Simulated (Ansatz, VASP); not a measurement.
# BaSn5 in two plane-wave programs, part 2 of 2

One calculation is typed for both programs; each brings its own data sets and cutoff. How far apart do they land?

VASP 6.6.1 and Ansatz 0.2.0.

So far: Starting point; Ansatz: relaxation of cell and atoms, r2SCAN.

### Step 3. VASP: relaxation of cell and atoms, r2SCAN

Level of this step: r2SCAN; plane waves and PAW (Ba_sv, Sn_d) (VASP).

The same cell, functional, mesh and smearing now go to VASP, with its own data sets and cutoff.

Lines of VASP's logs that name or quote its potential files are left out, and so is its time.

The input, INCAR:

```
SYSTEM = BaSn5
PREC = Accurate
ENCUT = 520
EDIFF = 1E-06
NELM = 100
ISMEAR = -1
SIGMA = 0.05
LREAL = .FALSE.
ALGO = Normal
METAGGA = R2SCAN
LASPH = .TRUE.
NBANDS = 49
LORBIT = 11
LWAVE = .FALSE.
LCHARG = .FALSE.
KPAR = 4
IBRION = 2
NSW = 60
ISIF = 3
EDIFFG = -0.01
```

The input, POSCAR:

```
BaSn5
1.0
    5.3873463238      0.0000000000      0.0000000000
   -2.6936731619      4.6655787754      0.0000000000
    0.0000000000      0.0000000000      7.3130572600
Ba Sn
1 5
Direct
    0.0000000000      0.0000000000      0.5000000000
    0.6666666700      0.3333333300      0.7959949600
    0.0000000000      0.0000000000      0.0000000000
    0.6666666700      0.3333333300      0.2040050400
    0.3333333300      0.6666666700      0.2040050400
    0.3333333300      0.6666666700      0.7959949600
```

The input, KPOINTS:

```
Automatic mesh
0
Gamma
5 5 3
0 0 0
```

Potentials, in the order of the species: Ba_sv and Sn_d (PBE family, release 64).

The run is started by

```console
$ mpirun -np 4 vasp_std
```

Numbers of over 12 decimals in the logs are rounded to 6 here.

The log of the run:

```text
[banner, memory and clock lines left out]
running    4 mpi-ranks, on    1 nodes
 distrk:  each k-point on    1 cores,    4 groups
 distr:  one band on    1 cores,    1 groups

 POSCAR found type information on POSCAR BaSn
 POSCAR found :  2 types and       6 ions
|                                                                             |
|               ----> ADVICE to this user running VASP <----                  |
|                                                                             |
|     You enforced a specific xc type in the INCAR file but a different       |
|     [... a line on the potential file left out ...]
|     I HOPE YOU KNOW WHAT YOU ARE DOING!                                     |
|                                                                             |

 LDA part: xc-table for (None), standard interpolation
 POSCAR, INCAR and KPOINTS ok, starting setup
 FFT: planning ... GRIDC
 FFT: planning ... GRID_SOFT
 FFT: planning ... GRID
 WAVECAR not read
 entering main loop
       N       E                     dE             d eps       ncg     rms          rms(c)
DAV:   1     0.796656530886E+03    0.79666E+03   -0.39236E+04  1012   0.240E+03
DAV:   2    -0.164450398550E+02   -0.81310E+03   -0.79015E+03   980   0.656E+02
DAV:   3    -0.155333326486E+03   -0.13889E+03   -0.13487E+03  1177   0.227E+02
DAV:   4    -0.164194466405E+03   -0.88611E+01   -0.87514E+01  1245   0.593E+01
DAV:   5    -0.164629130502E+03   -0.43466E+00   -0.43361E+00  1520   0.114E+01    0.685E+00
DAV:   6    -0.151569826003E+03    0.13059E+02   -0.43220E+00  1253   0.200E+01    0.339E+00
DAV:   7    -0.151604096628E+03   -0.34271E-01   -0.25018E-01  1272   0.259E+00    0.171E+00
DAV:   8    -0.151613911471E+03   -0.98148E-02   -0.45083E-02  1381   0.142E+00    0.168E-01
DAV:   9    -0.151614179669E+03   -0.26820E-03   -0.64355E-03  1207   0.764E-01    0.115E-01
DAV:  10    -0.151614369788E+03   -0.19012E-03   -0.13683E-03  1271   0.397E-01    0.437E-02
DAV:  11    -0.151614436136E+03   -0.66348E-04   -0.15837E-04  1142   0.146E-01    0.190E-02
DAV:  12    -0.151614439944E+03   -0.38085E-05   -0.43702E-05  1350   0.559E-02    0.742E-03
DAV:  13    -0.151614442794E+03   -0.28499E-05   -0.11485E-05  1231   0.299E-02    0.318E-03
DAV:  14    -0.151614441550E+03    0.12441E-05   -0.11171E-06   674   0.877E-03    0.148E-03
DAV:  15    -0.151614440968E+03    0.58195E-06   -0.37270E-07   651   0.629E-03
   1 F= -.15161444E+03 E0= -.15160211E+03  d E =-.151614E+03
[...]
2 F= -.15161853E+03 E0= -.15160659E+03  d E =-.408973E-02
[...]
3 F= -.15161917E+03 E0= -.15160738E+03  d E =-.472573E-02
[...]
4 F= -.15161843E+03 E0= -.15160694E+03  d E =-.398822E-02
[...]
5 F= -.15161923E+03 E0= -.15160752E+03  d E =-.479198E-02
[...]
6 F= -.15162233E+03 E0= -.15161081E+03  d E =-.309948E-02
[...]
7 F= -.15162446E+03 E0= -.15161338E+03  d E =-.522803E-02
 curvature:  -2.06 expect dE=-0.387E-02 dE for cont linesearch -0.139E-05
 trial: gam= 0.46487 g(F)=  0.187E-03 g(S)=  0.169E-02 ort =-0.674E-04 (trialstep = 0.134E+01)
 search vector abs. value=  0.327E-02
 bond charge predicted
       N       E                     dE             d eps       ncg     rms          rms(c)
DAV:   1    -0.151646824285E+03   -0.22363E-01   -0.94764E-01  1131   0.524E+00    0.802E-01
DAV:   2    -0.151633092834E+03    0.13731E-01   -0.50494E-02  1140   0.224E+00    0.482E-01
DAV:   3    -0.151625308873E+03    0.77840E-02   -0.14141E-02  1481   0.122E+00    0.846E-02
DAV:   4    -0.151625800997E+03   -0.49212E-03   -0.53112E-03  1050   0.575E-01    0.474E-02
DAV:   5    -0.151625809698E+03   -0.87013E-05   -0.19077E-04  1421   0.102E-01    0.317E-02
DAV:   6    -0.151625815103E+03   -0.54056E-05   -0.93356E-06  1266   0.397E-02    0.121E-02
DAV:   7    -0.151625817610E+03   -0.25065E-05   -0.54099E-06  1005   0.166E-02    0.167E-03
DAV:   8    -0.151625817556E+03    0.53953E-07   -0.28044E-07   542   0.628E-03
   8 F= -.15162582E+03 E0= -.15161526E+03  d E =-.135658E-02
 trial-energy change:   -0.001357  1 .order   -0.001327   -0.002473   -0.000182
 step:   1.4345(harm=  1.4425)  dis= 0.00358  next Energy=  -151.625824 (dE=-0.136E-02)
 reached required accuracy - stopping structural energy minimisation
```

OUTCAR, selected parts (step 3):

```text
ion  position               nearest neighbor table
   1  0.000  0.000  0.500-   3 3.66   3 3.66   4 3.79   5 3.79   6 3.79   2 3.79   2 3.79   4 3.79
                             5 3.79   6 3.79   2 3.79   4 3.79   5 3.79   6 3.79
   2  0.667  0.333  0.796-   4 2.98   6 3.11   6 3.11   6 3.11   3 3.45   3 3.45   3 3.45   1 3.79
                             1 3.79   1 3.79
   3  0.000  0.000  0.000-   2 3.45   4 3.45   5 3.45   6 3.45   2 3.45   4 3.45   5 3.45   6 3.45
                             2 3.45   4 3.45   5 3.45   6 3.45   1 3.66   1 3.66
   4  0.667  0.333  0.204-   2 2.98   5 3.11   5 3.11   5 3.11   3 3.45   3 3.45   3 3.45   1 3.79
                             1 3.79   1 3.79
   5  0.333  0.667  0.204-   6 2.98   4 3.11   4 3.11   4 3.11   3 3.45   3 3.45   3 3.45   1 3.79
                             1 3.79   1 3.79
   6  0.333  0.667  0.796-   5 2.98   2 3.11   2 3.11   2 3.11   3 3.45   3 3.45   3 3.45   1 3.79
                             1 3.79   1 3.79

  LATTYP: Found a hexagonal cell.
 ALAT       =     5.3873463238
 C/A-ratio  =     1.3574507411

 Subroutine GETGRP returns: Found 24 space group operations
 (whereof 24 operations were pure point group operations)

The static configuration has the point symmetry D_6h.

 Found     10 irreducible k-points:

   k-points           NKPTS =     10   k-points in BZ     NKDIM =     10   number of bands    NBANDS=     49

   dimension x,y,z NGX =    40 NGY =   40 NGZ =   54
   dimension x,y,z NGXF=    80 NGYF=   80 NGZF=  108

   ENCUT  =  520.0 eV  38.22 Ry    6.18 a.u.  10.02 10.02 13.60*2*pi/ulx,y,z

   NELECT =      80.0000    total number of electrons

 k-points in reciprocal lattice and weights: Automatic mesh
   0.00000000  0.00000000  0.00000000       0.013
   0.20000000  0.00000000  0.00000000       0.080
   0.40000000  0.00000000  0.00000000       0.080
   0.20000000  0.20000000  0.00000000       0.080
   0.40000000  0.20000000  0.00000000       0.080
   0.00000000  0.00000000  0.33333333       0.027
   0.20000000  0.00000000  0.33333333       0.160
   0.40000000  0.00000000  0.33333333       0.160
   0.20000000  0.20000000  0.33333333       0.160
   0.40000000  0.20000000  0.33333333       0.160

 average (electrostatic) potential at core
       1 -38.9287       2-105.8233       3-105.8527       4-105.8233       5-105.8233
       6-105.8233

 E-fermi :   6.8248

 k-point     1 :       0.0000    0.0000    0.0000
  band No.  band energies     occupation
    ...
     38       4.8734      2.00000
     39       4.8734      2.00000
     40       5.7091      2.00000
     41       5.7091      2.00000
     42       6.7229      1.76952
     43       7.1548      0.00272
     44       7.2490      0.00041
     45       7.2490      0.00041
     46       9.1954      0.00000
     47       9.1954      0.00000
    ...

 k-point     2 :       0.2000    0.0000    0.0000
  band No.  band energies     occupation
    ...
     37       4.8629      2.00000
     38       5.0513      2.00000
     39       5.7587      2.00000
     40       5.7917      2.00000
     41       6.0368      2.00000
     42       7.1956      0.00120
     43       7.4752      0.00000
     44       8.4254      0.00000
     45       9.3474      0.00000
     46       9.6314      0.00000
    ...

 k-point     3 :       0.4000    0.0000    0.0000
  band No.  band energies     occupation
    ...
     36       3.4337      2.00000
     37       4.4879      2.00000
     38       4.6917      2.00000
     39       5.4669      2.00000
     40       6.8100      1.14777
     41       7.8554      0.00000
     42       8.8504      0.00000
     43       9.5183      0.00000
     44       9.6199      0.00000
     45       9.7793      0.00000
    ...

  Total        0.0025437      0.0025437     -0.0409117      0.0000000      0.0000000      0.0000000
  in kB        0.0225280      0.0225280     -0.3623346      0.0000000      0.0000000      0.0000000
  external PRESSURE =      -0.1057595 kB  Pullay stress =       0.0000000 kB

  energy-cutoff  :      520.00
  volume of cell :      180.90
      direct lattice vectors                 reciprocal lattice vectors
     5.387338047 -0.000000000 -0.000000000     0.185620429  0.107168005  0.000000000
    -2.693669024  4.665571608 -0.000000000     0.000000000  0.214336009  0.000000000
    -0.000000000 -0.000000000  7.197297013     0.000000000  0.000000000  0.138941049

 POSITION                                       TOTAL-FORCE (eV/Angst)
 -----------------------------------------------------------------------------------
      2.69367      4.66557      3.59865        -0.000000      0.000000      0.000000
      2.69367      1.55519      5.69319        -0.000000     -0.000000      0.004215
      2.69367      4.66557     -0.00000        -0.000000      0.000000      0.000000
      2.69367      1.55519      1.50411         0.000000      0.000000     -0.004215
     -0.00000      3.11038      1.50411         0.000000      0.000000     -0.004215
     -0.00000      3.11038      5.69319        -0.000000     -0.000000      0.004215
 -----------------------------------------------------------------------------------
    total drift:                                0.000000     -0.000000     -0.000000

  FREE ENERGIE OF THE ION-ELECTRON SYSTEM (eV)
  ---------------------------------------------------
  free  energy   TOTEN  =      -151.6258175560 eV

  energy  without entropy=     -151.6046960849  energy(sigma->0) =     -151.61525682

 reached required accuracy - stopping structural energy minimisation

 total charge
# of ion       s       p       d       tot
------------------------------------------
    1        2.013   5.598   0.331   7.942
    2        1.194   1.085   9.965  12.244
    3        1.267   0.957   9.959  12.182
    4        1.194   1.085   9.965  12.244
    5        1.194   1.085   9.965  12.244
    6        1.194   1.085   9.965  12.244
--------------------------------------------------
tot          8.057  10.894  50.149  69.101

[... 3 further parts left out ...]
```

CONTCAR:

```
BaSn5
   1.00000000000000
     5.3873380473376891   -0.0000000000000001   -0.0000000000000000
    -2.6936690236688445    4.6655716077733844   -0.0000000000000000
    -0.0000000000000000   -0.0000000000000000    7.1972970129752882
  Ba              Sn
     1     5
Direct
     1.0000000000000000    1.0000000000000000    0.5000000000000000
     0.6666666699999979    0.3333333300000021    0.7910175126354400
     1.0000000000000000    1.0000000000000000    0.0000000000000000
     0.6666666699999979    0.3333333300000021    0.2089824873645600
     0.3333333300000021    0.6666666699999979    0.2089824873645600
     0.3333333300000021    0.6666666699999979    0.7910175126354400
```

### Step 4. Comparison

Known differences besides the potentials themselves: VASP keeps PBE cores, Ansatz makes them for the functional; both relaxations stop at a tolerance, which leaves soft axes loose, and VASP keeps its plane-wave basis; the cutoff is 500 eV in Ansatz and 520 eV in VASP; Ansatz adds a Pulay correction to the stress that steers its cell, VASP none. Total energies have different zeros and are not compared.

Compared:

| quantity | Ansatz | VASP | difference |
| --- | --- | --- | --- |
| volume (Å³) | 179.69 | 180.90 | -0.67 % |
| edge a after relaxation, in the typed setting (Å) | 5.380 | 5.387 | -0.13 % |
| edge c after relaxation, in the typed setting (Å) | 7.168 | 7.197 | -0.41 % |

The walks stopped with 0.02 GPa left in Ansatz and -0.01 GPa in VASP; each walk ends within a tolerance, so the volume difference is uncertain by about these residues over the bulk modulus, most in soft cells.

### Step 5. What came out

```
difference in volume (relaxation of cell and atoms, r2SCAN) : -0.67 %
```

In words: The difference in volume is -0.67 % (relaxation of cell and atoms, r2SCAN), within the 1.2 % picked in this series as the mark of a large difference, as far as the stopping tolerances let one tell. How closely two codes agree says nothing of how well the functional describes the real material.

[Lines on the potential files, build, host, timing and source positions are cut from VASP's logs without a mark.]

[Logs are printed without paths, hosts, clocks, repeated set-up lines and the standing remarks that a program may print on its own settings, such as how far it seeks lower states.]

[Hosts, paths, dates, database ids (printed as entryN), source tags and the programs' standing remarks are cut or masked in the printed files.]
